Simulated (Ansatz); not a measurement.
MnO:

```xyz
2
Lattice="0.0000 2.2239 2.2239 2.2239 0.0000 2.2239 2.2239 2.2239 0.0000" Properties=species:S:1:pos:R:3 pbc="T T T"
Mn    0.0000    0.0000    0.0000
O     2.2239    2.2239    2.2239
```

The cell is a database's computed one.

- Program: Ansatz 0.2.0
- Task: relaxation of cell and atoms
- Functional: RPBE
- Dispersion: D3(BJ)
- Potentials or basis: Ansatz PAW
- Cutoff: 420 eV (not typed: the program's choice for these potentials)
- k mesh: 10 × 10 × 10
- Occupations: fermi-dirac, width 0.05 eV
- Spin: collinear spin, ferromagnetic start
- Starting moments: [4.0, 0.0] μB

At the start: volume 11.00 Å³/atom.

Where does the relaxation end?

It ends after 9 steps and the volume is 11.04 Å³/atom (+0.4 %); space group Fm-3m (No. 225, to 0.05 Å); moment 4.83 μB per cell.

Step by step:
```csv
step,energy change (eV),largest force (eV/Å),volume (Å³)
1,0.0000,0.0000,22.00
2,-0.0864,0.0000,22.79
3,-0.0922,0.0000,22.75
4,-0.1743,0.0000,22.17
5,-0.1827,0.0000,22.09
6,-0.1828,0.0000,22.09
7,-0.1829,0.0000,22.09
8,-0.1829,0.0000,22.09
9,-0.1832,0.0000,22.09
```

Final structure:
```cif
data_structure
_symmetry_space_group_name_H-M 'P 1'
_symmetry_Int_Tables_number 1
_cell_length_a 3.1493
_cell_length_b 3.1493
_cell_length_c 3.1493
_cell_angle_alpha 60.000
_cell_angle_beta 60.000
_cell_angle_gamma 60.000
_cell_volume 22.09
loop_
_atom_site_label
_atom_site_type_symbol
_atom_site_fract_x
_atom_site_fract_y
_atom_site_fract_z
_atom_site_occupancy
Mn1 Mn 0.00000 0.00000 0.00000 1
O1 O 0.50000 0.50000 0.50000 1
```

Caveat: the plane-wave basis is chosen anew once the cell has moved, so the energies of steps on either side of that aren't comparable; the pressure holds a Pulay correction of +0.6 GPa for the finite cutoff; a cell with one magnetic atom can't hold antiferromagnetic order, which such compounds often take; pairwise dispersion overbinds metals, which lowers pressure and volume; the PAW data sets come from PBE, with cores solved anew for the run's functional, which leaves a small shift of forces and pressure.
